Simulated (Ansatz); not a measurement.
# Si: the cost of one run

Method: DFT PBE, scalar-relativistic, plane waves, PAW, in Ansatz 0.2.0.

## Step 1: The system as given

It takes space group I4/mmm (No. 139, tetragonal). The conventional cell has a = 6.651 Å, b = 6.651 Å, c = 3.845 Å, α = 90.00°, β = 90.00°, γ = 90.00°. Si (site symmetry m2m) is surrounded by 4 Si at 2.34 to 2.38 Å.

As a file:

```xyz
64
Lattice="6.6509 6.6509 3.8448 -9.9763 3.3254 1.9224 3.3254 -9.9763 9.6119" Properties=species:S:1:pos:R:3 pbc="T T T"
Si   -5.4617   -5.4617   11.5343
Si   -2.1363   -2.1363    9.6119
Si   -5.4617    1.1892    3.8448
Si    1.1892    1.1892    7.6895
Si    4.5146    4.5146    5.7672
Si    1.1892   -5.4617   11.5343
Si    4.5146   -2.1363    9.6119
Si   -2.1363   -2.1363    5.7672
Si    1.1892    1.1892    3.8448
Si    1.1892   -5.4617    7.6895
Si   -2.1363    4.5146    9.6119
Si   -2.1363   -2.1363   13.4567
Si    1.1892    1.1892   11.5343
Si   -5.4617    1.1892    7.6895
Si   -2.1363    4.5146    5.7672
Si    4.5146   -2.1363   13.4567
Si   -4.5146    2.1363    1.9224
Si    2.1363   -4.5146    9.6119
Si    5.4617   -1.1892    7.6895
Si   -1.1892   -1.1892    3.8448
Si    2.1363    2.1363    1.9224
Si    2.1363   -4.5146    5.7672
Si   -1.1892    5.4617    7.6895
Si   -1.1892   -1.1892   11.5343
Si    2.1363    2.1363    9.6119
Si   -4.5146    2.1363    5.7672
Si   -1.1892    5.4617    3.8448
Si   -4.5146   -4.5146    9.6119
Si   -1.1892   -1.1892    7.6895
Si    5.4617   -1.1892   11.5343
Si    2.1363    2.1363    5.7672
Si    5.4617    5.4617    3.8448
Si    2.1363   -8.7872    9.6119
Si   -4.5146   -2.1363    9.6119
Si   -1.1892    1.1892    7.6895
Si   -7.8401    1.1892    3.8448
Si   -1.1892   -5.4617   11.5343
Si   -4.5146   -2.1363    5.7672
Si    2.1363    4.5146    5.7672
Si    2.1363   -2.1363    9.6119
Si    5.4617    1.1892    7.6895
Si   -1.1892    1.1892    3.8448
Si    5.4617   -5.4617   11.5343
Si   -1.1892   -5.4617    7.6895
Si    2.1363   -2.1363    5.7672
Si   -1.1892    1.1892   11.5343
Si   -4.5146    4.5146    5.7672
Si    2.1363   -2.1363   13.4567
Si   -2.1363   -4.5146    9.6119
Si    1.1892   -1.1892    7.6895
Si    4.5146    2.1363    5.7672
Si   -2.1363    2.1363    1.9224
Si    4.5146   -4.5146    9.6119
Si    1.1892   -1.1892    3.8448
Si   -2.1363    8.7872    5.7672
Si   -2.1363    2.1363    9.6119
Si    1.1892    5.4617    7.6895
Si   -5.4617    5.4617    3.8448
Si    1.1892   -1.1892   11.5343
Si   -5.4617   -1.1892    7.6895
Si   -2.1363    2.1363    5.7672
Si    4.5146    2.1363    9.6119
Si    1.1892    5.4617    3.8448
Si    7.8401   -1.1892   11.5343
```

The runs take a perfect supercell of 64 atoms; the defect goes to fractional position (0.134, 0.955, 0.955).

## Step 2: The perfect supercell

File input.yaml:

```yaml
crystal:
  lattice:
    - [6.650888, 6.650889, 3.844771]
    - [-9.976333, 3.325444, 1.922386]
    - [3.325444, -9.976333, 9.611928]
  atoms:
    - { symbol: Si, position: [0.134101, 0.9553, 0.9553] }
    - { symbol: Si, position: [0.384101, 0.7053, 0.7053] }
    - { symbol: Si, position: [0.134101, 0.7053, 0.2053] }
    - { symbol: Si, position: [0.634101, 0.4553, 0.4553] }
    - { symbol: Si, position: [0.884101, 0.2053, 0.2053] }
    - { symbol: Si, position: [0.384101, 0.4553, 0.9553] }
    - { symbol: Si, position: [0.634101, 0.2053, 0.7053] }
    - { symbol: Si, position: [0.134101, 0.4553, 0.4553] }
    - { symbol: Si, position: [0.384101, 0.2053, 0.2053] }
    - { symbol: Si, position: [0.134101, 0.2053, 0.7053] }
    - { symbol: Si, position: [0.884101, 0.9553, 0.4553] }
    - { symbol: Si, position: [0.634101, 0.9553, 0.9553] }
    - { symbol: Si, position: [0.884101, 0.7053, 0.7053] }
    - { symbol: Si, position: [0.384101, 0.9553, 0.4553] }
    - { symbol: Si, position: [0.634101, 0.7053, 0.2053] }
    - { symbol: Si, position: [0.884101, 0.4553, 0.9553] }
    - { symbol: Si, position: [0.115899, 0.5447, 0.0447] }
    - { symbol: Si, position: [0.365899, 0.2947, 0.7947] }
    - { symbol: Si, position: [0.615899, 0.0447, 0.5447] }
    - { symbol: Si, position: [0.115899, 0.2947, 0.2947] }
    - { symbol: Si, position: [0.365899, 0.0447, 0.0447] }
    - { symbol: Si, position: [0.115899, 0.0447, 0.5447] }
    - { symbol: Si, position: [0.865899, 0.7947, 0.2947] }
    - { symbol: Si, position: [0.615899, 0.7947, 0.7947] }
    - { symbol: Si, position: [0.865899, 0.5447, 0.5447] }
    - { symbol: Si, position: [0.365899, 0.7947, 0.2947] }
    - { symbol: Si, position: [0.615899, 0.5447, 0.0447] }
    - { symbol: Si, position: [0.115899, 0.7947, 0.7947] }
    - { symbol: Si, position: [0.365899, 0.5447, 0.5447] }
    - { symbol: Si, position: [0.865899, 0.2947, 0.7947] }
    - { symbol: Si, position: [0.615899, 0.2947, 0.2947] }
    - { symbol: Si, position: [0.865899, 0.0447, 0.0447] }
    - { symbol: Si, position: [0.0447, 0.134101, 0.9553] }
    - { symbol: Si, position: [0.2947, 0.884101, 0.7053] }
    - { symbol: Si, position: [0.5447, 0.634101, 0.4553] }
    - { symbol: Si, position: [0.0447, 0.884101, 0.2053] }
    - { symbol: Si, position: [0.2947, 0.634101, 0.9553] }
    - { symbol: Si, position: [0.0447, 0.634101, 0.4553] }
    - { symbol: Si, position: [0.7947, 0.384101, 0.2053] }
    - { symbol: Si, position: [0.5447, 0.384101, 0.7053] }
    - { symbol: Si, position: [0.7947, 0.134101, 0.4553] }
    - { symbol: Si, position: [0.2947, 0.384101, 0.2053] }
    - { symbol: Si, position: [0.5447, 0.134101, 0.9553] }
    - { symbol: Si, position: [0.0447, 0.384101, 0.7053] }
    - { symbol: Si, position: [0.2947, 0.134101, 0.4553] }
    - { symbol: Si, position: [0.7947, 0.884101, 0.7053] }
    - { symbol: Si, position: [0.5447, 0.884101, 0.2053] }
    - { symbol: Si, position: [0.7947, 0.634101, 0.9553] }
    - { symbol: Si, position: [0.2053, 0.615899, 0.7947] }
    - { symbol: Si, position: [0.4553, 0.365899, 0.5447] }
    - { symbol: Si, position: [0.7053, 0.115899, 0.2947] }
    - { symbol: Si, position: [0.2053, 0.365899, 0.0447] }
    - { symbol: Si, position: [0.4553, 0.115899, 0.7947] }
    - { symbol: Si, position: [0.2053, 0.115899, 0.2947] }
    - { symbol: Si, position: [0.9553, 0.865899, 0.0447] }
    - { symbol: Si, position: [0.7053, 0.865899, 0.5447] }
    - { symbol: Si, position: [0.9553, 0.615899, 0.2947] }
    - { symbol: Si, position: [0.4553, 0.865899, 0.0447] }
    - { symbol: Si, position: [0.7053, 0.615899, 0.7947] }
    - { symbol: Si, position: [0.2053, 0.865899, 0.5447] }
    - { symbol: Si, position: [0.4553, 0.615899, 0.2947] }
    - { symbol: Si, position: [0.9553, 0.365899, 0.5447] }
    - { symbol: Si, position: [0.7053, 0.365899, 0.0447] }
    - { symbol: Si, position: [0.9553, 0.115899, 0.7947] }
basis:
  ecutwfc: 420
  fft_grid_basis: typed
kpoints:
  mp_grid: { grid: [1, 1, 1] }
hamiltonian:
  xc: pbe
  pseudopotentials: { kind: paw }
scf:
  occupations: { method: gaussian, width: 0.05 }
output:
  forces: true
  stress: false
  eigenvalues: true
  bader: false
  write_density: true
  volumetric_format: npy
```

The run is started by

```sh
ansatz run input.yaml --threads 4 --pin off --max-ram 10240MiB --backend cpu --events-out ev --progress --plain --runs-dir out
```

Q: Estimate wall time and peak memory on 4 threads of Arm Neoverse N1, shared host.

About 8.3 s, with a peak of 1.1 GiB.
